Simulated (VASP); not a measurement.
# VH2 (Fm-3m) in VASP: a series of runs

One crystal, VH2, is run at these levels: PBEsol; tasks: single point.

Program: VASP 6.6.1. These are calculated values, not measurements. Logs are shortened: lines on timing, memory, paths and dates and some standing lists are left out, and cuts for length are marked.

**1. The structure**

The structure is cubic, space group Fm-3m (No. 225). Conventional cell: a = 4.271 Å, b = 4.271 Å, c = 4.271 Å, α = 90.00°, β = 90.00°, γ = 90.00°. V (site symmetry m-3m) has 8 H at 1.85 Å as nearest neighbours. Around H (site symmetry -43m) lie 4 V at 1.85 Å.

**2. Single point, PBEsol, collinear spin, ferromagnetic start**

INCAR reads:

```
PREC     = Accurate       # precision mode
ENCUT    = 400            # plane-wave cutoff, eV
EDIFF    = 1E-6           # SCF threshold, eV
ISMEAR   = 0              # smearing method
SIGMA    = 0.05           # smearing width, eV
LREAL    = F              # projectors in reciprocal space
LASPH    = T              # aspherical terms in the spheres
NELM     = 100            # most SCF steps
ALGO     = Normal         # electronic algorithm
ISIF     = 2              # what is computed and relaxed
LWAVE    = F              # write WAVECAR
LCHARG   = F              # write CHGCAR
ISPIN    = 2              # spin polarisation
MAGMOM   = 2 0 0          # initial moments
LORBIT   = 11             # projections on sites
LMAXMIX  = 4              # l up to which the mixer works
GGA      = PS             # functional
NBANDS   = 18             # bands
ADDGRID  = F
```

KPOINTS reads:

```
Automatic mesh
0
Gamma
  6 6 6
```

POSCAR reads:

```
VH2
1.0
    0.0000000000      2.1355000000      2.1355000000
    2.1355000000      0.0000000000      2.1355000000
    2.1355000000      2.1355000000      0.0000000000
V H
1 2
Direct
    0.0461010000     -0.0262600000     -0.0131470000
    0.7548850000      0.7642400000      0.7593950000
    0.2340980000      0.2684520000      0.2434820000
```

Potentials or basis: VASP PAW PBE potentials, release 64 (V_sv, H).

On the command line:

```bash
> cat potpaw_PBE.64/V_sv/POTCAR potpaw_PBE.64/H/POTCAR > POTCAR
> mpirun -np 1 vasp_std > vasp.out
```

OUTCAR:

```text
PREC = Accurate
   ENCUT = 400
   EDIFF = 1E-6
   ISMEAR = 0
   LREAL = F
   LASPH = T
   NELM = 100
   ISIF = 2
   ISPIN = 2
   LORBIT = 11
   GGA = PS

 Found    112 irreducible k-points:

 Following reciprocal coordinates:
            Coordinates               Weight
  0.000000  0.000000  0.000000      1.000000
  0.166667  0.000000  0.000000      2.000000
  0.000000  0.166667  0.000000      2.000000
  0.000000  0.000000  0.166667      2.000000
  0.166667  0.166667  0.166667      2.000000
  0.333333  0.000000  0.000000      2.000000
   k-points           NKPTS =    112   k-points in BZ     NKDIM =    112   number of bands    NBANDS=     18
   number of dos      NEDOS =    301   number of ions     NIONS =      3
   total plane-waves  NPLWV =   8000
   dimension x,y,z NGX =    20 NGY =   20 NGZ =   20
   dimension x,y,z NGXF=    40 NGYF=   40 NGZF=   40
   ions per type =               1   2
   NGX,Y,Z   is equivalent  to a cutoff of  11.01, 11.01, 11.01 a.u.
   NGXF,Y,Z  is equivalent  to a cutoff of  22.02, 22.02, 22.02 a.u.
 SYSTEM =  unknown system
   PREC   = accura    normal or accurate (medium, high low for compatibility)
   ISTART =      0    job   : 0-new  1-cont  2-samecut
   ICHARG =      2    charge: 1-file 2-atom 10-const
   ISPIN  =      2    spin polarized calculation?
   LNONCOLLINEAR =      F non collinear calculations
   LSORBIT =      F    spin-orbit coupling
   LASPH  =      T    aspherical Exc in radial PAW
   ENCUT  =  400.0 eV  29.40 Ry    5.42 a.u.   4.92  4.92  4.92*2*pi/ulx,y,z
   NELM   =    100;   NELMIN=  2; NELMDL= -5     # of ELM steps
   EDIFF  = 0.1E-05   stopping-criterion for ELM
   LREAL  =      F    real-space projection
   EDIFFG = 0.1E-04   stopping-criterion for IOM
   NSW    =      0    number of steps for IOM
   IBRION =     -1    ionic relax: 0-MD 1-quasi-New 2-CG
   NFREE  =      0    steps in history (QN), initial steepest desc. (CG)
   ISIF   =      2    stress and relaxation
   ISYM   =      2    0-nonsym 1-usesym 2-fastsym
   POTIM  = 0.5000    time-step for ionic-motion
   TEBEG  =    0.0;   TEEND  =   0.0 temperature during run
   PSTRESS=    0.0 pullay stress
   NELECT =      15.0000    total number of electrons
   NUPDOWN=      -1.0000    fix difference up-down
   EMIN   =  10.00;   EMAX   =-10.00  energy-range for DOS
   EFERMI =   0.00;   METHOD = LEGACY
   ISMEAR =     0;   SIGMA  =   0.05  broadening in eV -4-tet -1-fermi 0-gaus
   EFERMI_NEDOS =   21; number of points for ismear=-14 and -15
   IALGO  =     38    algorithm
   IMIX   =      4    mixing-type and parameters
     AMIX     =   0.40;   BMIX     =  1.00
     AMIX_MAG =   1.60;   BMIX_MAG =  1.00
  volume/ion in A,a.u.               =       6.49        43.81
  Fermi-wavevector in a.u.,A,eV,Ry     =   1.500591  2.835706 30.637237  2.251773
  Thomas-Fermi vector in A             =   2.612072
   LORBIT       =     11    0 simple, 1 ext, 2 COOP (PROOUT), +10 PAW based schemes
   GGA     = PS    functional components
   LHFCALC =     F    Hartree Fock is set to
   AEXX    =    0.0000 exact exchange contribution
   IVDW    =     0    specifies the selected vdW correction
   LEPSILON=     F    determine dielectric tensor
   LRPA    =     F    only Hartree local field effects (RPA)
 spin polarized calculation
 Gauss-broadening in eV      SIGMA  =   0.05
  energy-cutoff  :      400.00
  volume of cell :       19.48
 maximum number of plane-waves:       366
   NGX =  9   NGY =  9   NGZ =  9

 number of electron      15.0000003 magnetization      -0.0015658

 number of electron      15.0000003 magnetization       0.0012188

 Free energy of the ion-electron system (eV)
  ---------------------------------------------------
  ext. energy  EPLUGINS =         0.00000000
  ---------------------------------------------------
  free energy    TOTEN  =       -16.94529641 eV

  energy without entropy =      -16.94395369  energy(sigma->0) =      -16.94462505

 E-fermi :   7.7166     XC(G=0): -12.2782

 val. band max:        7.6934792707   @ k =   0.1667   0.3333   0.0000
 cond. band min:       7.7173083590   @ k =   0.1667   0.3333   0.3333
 fundamental gap:      0.0238290883
 Fermi energy:         7.7165762807

 spin component 1

 k-point     1 :       0.0000    0.0000    0.0000
  band No.  band energies     occupation
      1     -56.3856      1.00000
      2     -30.2048      1.00000
      3     -30.2012      1.00000
      4     -30.1963      1.00000
      5      -3.3431      1.00000
      6       6.4545      1.00000
      7       6.9655      1.00000
      8       7.0072      1.00000
      9       8.6484      0.00000
     10       8.6557      0.00000
     11       9.8801      0.00000
     12      23.4238      0.00000
     13      24.8273      0.00000
     14      24.9876      0.00000
     15      25.1161      0.00000
     16      27.0864      0.00000
     17      27.2238      0.00000
     18      27.2995      0.00000

 k-point     2 :       0.1667    0.0000    0.0000
  band No.  band energies     occupation
      1     -56.3738      1.00000
      2     -30.2847      1.00000
      3     -30.2155      1.00000
      4     -30.2079      1.00000
      5      -2.6504      1.00000
      6       4.9024      1.00000
      7       7.1662      1.00000
      8       7.1973      1.00000
      9       8.5612      0.00000
     10       8.5774      0.00000
     11      11.7143      0.00000
     12      19.6121      0.00000
     13      23.5176      0.00000
     14      24.4340      0.00000
     15      24.5697      0.00000
     16      27.4575      0.00000
     17      27.4788      0.00000
     18      30.8709      0.00000

 k-point     3 :       0.0000    0.1667    0.0000
  band No.  band energies     occupation
      1     -56.3737      1.00000
      2     -30.2888      1.00000
      3     -30.2133      1.00000
      4     -30.2073      1.00000
      5      -2.6385      1.00000
      6       4.8616      1.00000
      7       7.1791      1.00000
      8       7.2007      1.00000
      9       8.5568      0.00000
     10       8.5639      0.00000
     11      11.7846      0.00000
     12      19.8130      0.00000
     13      23.1706      0.00000
     14      24.3930      0.00000
     15      24.5459      0.00000
     16      27.3808      0.00000
[... 44 lines left out ...]

 k-point     6 :       0.3333    0.0000    0.0000
  band No.  band energies     occupation
      1     -56.3504      1.00000
      2     -30.4499      1.00000
      3     -30.2377      1.00000
      4     -30.2298      1.00000
      5      -0.9858      1.00000
      6       3.2121      1.00000
      7       7.2048      1.00000
      8       7.2250      1.00000
      9       8.9353      0.00000
     10       8.9706      0.00000
     11      12.7629      0.00000
     12      16.3279      0.00000
     13      21.8382      0.00000
     14      23.2854      0.00000
     15      23.4246      0.00000
     16      26.1269      0.00000
     17      26.2372      0.00000
     18      33.8934      0.00000

 [... further k-points ...]

 spin component 2

 k-point     1 :       0.0000    0.0000    0.0000
  band No.  band energies     occupation
      1     -56.3848      1.00000
      2     -30.2040      1.00000
      3     -30.2003      1.00000
      4     -30.1952      1.00000
      5      -3.3423      1.00000
      6       6.4550      1.00000
      7       6.9664      1.00000
      8       7.0082      1.00000
      9       8.6487      0.00000
     10       8.6561      0.00000
     11       9.8804      0.00000
     12      23.4231      0.00000
     13      24.8280      0.00000
     14      24.9880      0.00000
     15      25.1166      0.00000
     16      27.0879      0.00000
     17      27.2255      0.00000
     18      27.3011      0.00000

 k-point     2 :       0.1667    0.0000    0.0000
  band No.  band energies     occupation
      1     -56.3730      1.00000
      2     -30.2838      1.00000
      3     -30.2148      1.00000
      4     -30.2069      1.00000
      5      -2.6497      1.00000
      6       4.9030      1.00000
      7       7.1670      1.00000
      8       7.1983      1.00000
      9       8.5615      0.00000
     10       8.5780      0.00000
     11      11.7147      0.00000
     12      19.6122      0.00000
     13      23.5181      0.00000
     14      24.4350      0.00000
     15      24.5707      0.00000
     16      27.4588      0.00000
     17      27.4800      0.00000
     18      30.8717      0.00000

 k-point     3 :       0.0000    0.1667    0.0000
  band No.  band energies     occupation
      1     -56.3729      1.00000
      2     -30.2880      1.00000
      3     -30.2125      1.00000
      4     -30.2062      1.00000
      5      -2.6377      1.00000
      6       4.8622      1.00000
      7       7.1799      1.00000
      8       7.2018      1.00000
      9       8.5571      0.00000
     10       8.5643      0.00000
     11      11.7851      0.00000
     12      19.8131      0.00000
     13      23.1711      0.00000
     14      24.3940      0.00000
     15      24.5469      0.00000
     16      27.3820      0.00000
     17      27.4126      0.00000
     18      30.8955      0.00000

 k-point     4 :       0.0000    0.0000    0.1667
  band No.  band energies     occupation
      1     -56.3730      1.00000
      2     -30.2798      1.00000
      3     -30.2148      1.00000
      4     -30.2109      1.00000
      5      -2.6492      1.00000
      6       4.9330      1.00000
      7       7.1153      1.00000
      8       7.1977      1.00000
      9       8.5597      0.00000
     10       8.5694      0.00000
     11      11.7404      0.00000
     12      19.7233      0.00000
     13      23.4379      0.00000
     14      24.4107      0.00000
     15      24.5468      0.00000
     16      27.4046      0.00000
     17      27.4656      0.00000
     18      30.6001      0.00000

 k-point     5 :       0.1667    0.1667    0.1667
  band No.  band energies     occupation
      1     -56.3728      1.00000
      2     -30.2890      1.00000
      3     -30.2122      1.00000
      4     -30.2070      1.00000
      5      -2.6255      1.00000
      6       4.8412      1.00000
      7       7.1419      1.00000
      8       7.2398      1.00000
      9       8.5398      0.00000
     10       8.5551      0.00000
     11      11.8624      0.00000
     12      20.0590      0.00000
     13      22.8464      0.00000
     14      24.3599      0.00000
     15      24.4184      0.00000
     16      27.2866      0.00000
     17      27.3469      0.00000
     18      30.8790      0.00000

 k-point     6 :       0.3333    0.0000    0.0000
  band No.  band energies     occupation
      1     -56.3496      1.00000
      2     -30.4490      1.00000
      3     -30.2370      1.00000
      4     -30.2288      1.00000
      5      -0.9850      1.00000
      6       3.2127      1.00000
      7       7.2053      1.00000
      8       7.2256      1.00000
      9       8.9359      0.00000
     10       8.9716      0.00000
     11      12.7635      0.00000
     12      16.3279      0.00000
     13      21.8387      0.00000
     14      23.2867      0.00000
     15      23.4257      0.00000
     16      26.1280      0.00000
     17      26.2383      0.00000
     18      33.8940      0.00000

 [... further k-points ...]

------------------------ aborting loop because EDIFF is reached ----------------------------------------

  FORCE on cell =-STRESS in cart. coord.  units (eV):
  Direction    XX          YY          ZZ          XY          YZ          ZX
  --------------------------------------------------------------------------------------
  -------------------------------------------------------------------------------------
  Total       -1.6047040     -1.5451864     -1.4479336     -0.0792357      0.1451923      0.2406810
  in kB     -132.0008709   -127.1050293   -119.1051390     -6.5178248     11.9433320     19.7981090
  external PRESSURE =    -126.0703464 kB  Pullay stress =       0.0000000 kB

 VOLUME and BASIS-vectors are now :
 -----------------------------------------------------------------------------
  energy-cutoff  :      400.00
  volume of cell :       19.48
      direct lattice vectors                 reciprocal lattice vectors
     0.000000000  2.135500000  2.135500000    -0.234137204  0.234137204  0.234137204
     2.135500000  0.000000000  2.135500000     0.234137204 -0.234137204  0.234137204
     2.135500000  2.135500000  0.000000000     0.234137204  0.234137204 -0.234137204

 POSITION                                       TOTAL-FORCE (eV/Angst)
 -----------------------------------------------------------------------------------
      4.18685      2.20587      2.17787         1.001497     -0.657776     -0.050650
      3.25372      3.23374      3.24409        -0.600243      0.128242      0.073865
      1.09324      1.01987      1.07320        -0.401254      0.529534     -0.023215
 -----------------------------------------------------------------------------------
    total drift:                               -0.000122      0.000004     -0.000128

  FREE ENERGIE OF THE ION-ELECTRON SYSTEM (eV)
  ---------------------------------------------------
  free  energy   TOTEN  =       -16.9452964090 eV

  energy  without entropy=      -16.9439536860  energy(sigma->0) =      -16.94462505

 total charge

# of ion       s       p       d       tot
------------------------------------------
    1        2.213   6.219   3.169  11.601
    2        0.566   0.026   0.000   0.591
    3        0.566   0.026   0.000   0.592
--------------------------------------------------
tot          3.345   6.270   3.169  12.784

 magnetization (x)

# of ion       s       p       d       tot
------------------------------------------
    1        0.000   0.000   0.000   0.000
    2       -0.000   0.000   0.000  -0.000
    3       -0.000   0.000   0.000  -0.000
--------------------------------------------------
tot         -0.000   0.000   0.000   0.000
```

Run time: 19 s. Hardware: 1 thread of AMD EPYC 9R45 (Zen 5), shared host; peak memory 0.13 GiB.

These settings aren't checked as converged: the numbers below hold their error.

Results:

| Property | Result |
| --- | --- |
| Free energy | -16.9453 eV |
| Pressure | -12.6 GPa |
| Largest force | 1.199 eV/Å |
| Band gap on the k mesh | none (metal or under the smearing width) |
| Net moment | 0.00 μB per cell |
| Valence electrons inside the program's atomic spheres | V 11.60; H 0.59 |

Caveat: the k mesh is coarse (spacing up to 0.42 Å⁻¹), so the values aren't converged; the PAW data sets were made with another functional, which shifts forces and pressure a little.

**3. Single point, PBEsol, collinear spin, ferromagnetic start**

INCAR, as its differences from that of step 2:

```diff
@@ -1,3 +1,3 @@
 PREC     = Accurate       # precision mode
-ENCUT    = 400            # plane-wave cutoff, eV
+ENCUT    = 900            # plane-wave cutoff, eV
 EDIFF    = 1E-6           # SCF threshold, eV
```

KPOINTS reads:

```
Automatic mesh
0
Gamma
  4 4 4
```

POSCAR reads:

```
VH2
1.0
    0.0000000000      2.1355000000      2.1355000000
    2.1355000000      0.0000000000      2.1355000000
    2.1355000000      2.1355000000      0.0000000000
V H
1 2
Direct
    0.0000000000      0.0000000000      0.0000000000
    0.7500000000      0.7500000000      0.7500000000
    0.2500000000      0.2500000000      0.2500000000
```

Potentials or basis: VASP PAW PBE potentials, release 64 (V_sv, H).

On the command line:

```bash
> cat potpaw_PBE.64/V_sv/POTCAR potpaw_PBE.64/H/POTCAR > POTCAR
> mpirun -np 1 vasp_std > vasp.out
```

Wall time 7 s (1 thread of AMD EPYC 9R45 (Zen 5), shared host); peak memory 0.16 GiB.

The run converged, but some of its settings lie outside the range that counts as converged, so its numbers aren't taken as properties of the crystal.

Results:

```yaml
Free_energy: -16.9312 eV
Pressure: -10.3 GPa
Band_gap_on_the_k_mesh: none (metal or under the smearing width)
Net_moment: 0.59 μB per cell
Site_moments: V +0.56; H -0.01 μB
Valence_electrons_inside_the_program's_atomic_spheres: V 11.59; H 0.59
```

Caveat: the k mesh is coarse (spacing up to 0.64 Å⁻¹), so the values aren't converged; the PAW data sets were made with another functional, which shifts forces and pressure a little.

**4. Single point, PBEsol, collinear spin, ferromagnetic start**

INCAR is that of step 3.

KPOINTS is that of step 3.

POSCAR reads:

```
VH2
1.0
    0.0000000000      2.1355000000      2.1355000000
    2.1355000000      0.0000000000      2.1355000000
    2.1355000000      2.1355000000      0.0000000000
V H
1 2
Direct
    0.0461010000     -0.0262600000     -0.0131470000
    0.7548850000      0.7642400000      0.7593950000
    0.2340980000      0.2684520000      0.2434820000
```

On the command line:

```bash
> cat potpaw_PBE.64/V_sv/POTCAR potpaw_PBE.64/H/POTCAR > POTCAR
> mpirun -np 1 vasp_std > vasp.out
```

Run time: 23 s. Hardware: 1 thread of AMD EPYC 9R45 (Zen 5), shared host; peak memory 0.18 GiB.

These settings aren't checked as converged: the numbers below hold their error.

What came out:

```
Free energy                                           : -16.8393 eV
Pressure                                              : -8.7 GPa
Largest force                                         : 1.172 eV/Å
Band gap on the k mesh                                : none (metal or under the smearing width)
Net moment                                            : 0.59 μB per cell
Site moments                                          : V +0.56; H -0.01 μB
Valence electrons inside the program's atomic spheres : V 11.60; H 0.59
```

Caveat: the k mesh is coarse (spacing up to 0.64 Å⁻¹), so the values aren't converged; the PAW data sets were made with another functional, which shifts forces and pressure a little.

**5. Single point, PBEsol, collinear spin, ferromagnetic start**

INCAR, as its differences from that of step 4:

```diff
@@ -1,5 +1,5 @@
 PREC     = Accurate       # precision mode
-ENCUT    = 900            # plane-wave cutoff, eV
+ENCUT    = 400            # plane-wave cutoff, eV
 EDIFF    = 1E-6           # SCF threshold, eV
-ISMEAR   = 0              # smearing method
+ISMEAR   = -5             # smearing method
 SIGMA    = 0.05           # smearing width, eV
```

KPOINTS reads:

```
Automatic mesh
0
Gamma
  6 6 6
```

POSCAR reads:

```
VH2
1.0
    0.0000000000      2.1355000000      2.1355000000
    2.1355000000      0.0000000000      2.1355000000
    2.1355000000      2.1355000000      0.0000000000
V H
1 2
Direct
    0.0000000000      0.0000000000      0.0000000000
    0.7500000000      0.7500000000      0.7500000000
    0.2500000000      0.2500000000      0.2500000000
```

On the command line:

```bash
> cat potpaw_PBE.64/V_sv/POTCAR potpaw_PBE.64/H/POTCAR > POTCAR
> mpirun -np 1 vasp_std > vasp.out
```

Run time: 4.7 s. Hardware: 1 thread of AMD EPYC 9R45 (Zen 5), shared host; peak memory 0.1 GiB.

These settings aren't checked as converged: the numbers below hold their error.

Results:

| Item | Value |
| --- | --- |
| Free energy | -17.0304 eV |
| Pressure | -14.2 GPa |
| Band gap on the k mesh | none (metal or under the smearing width) |
| Net moment | 0.00 μB per cell |
| Valence electrons inside the program's atomic spheres | V 11.59; H 0.59 |

Caveat: the k mesh is coarse (spacing up to 0.42 Å⁻¹), so the values aren't converged; the PAW data sets were made with another functional, which shifts forces and pressure a little; tetrahedron occupations give inexact forces and stress in metals.
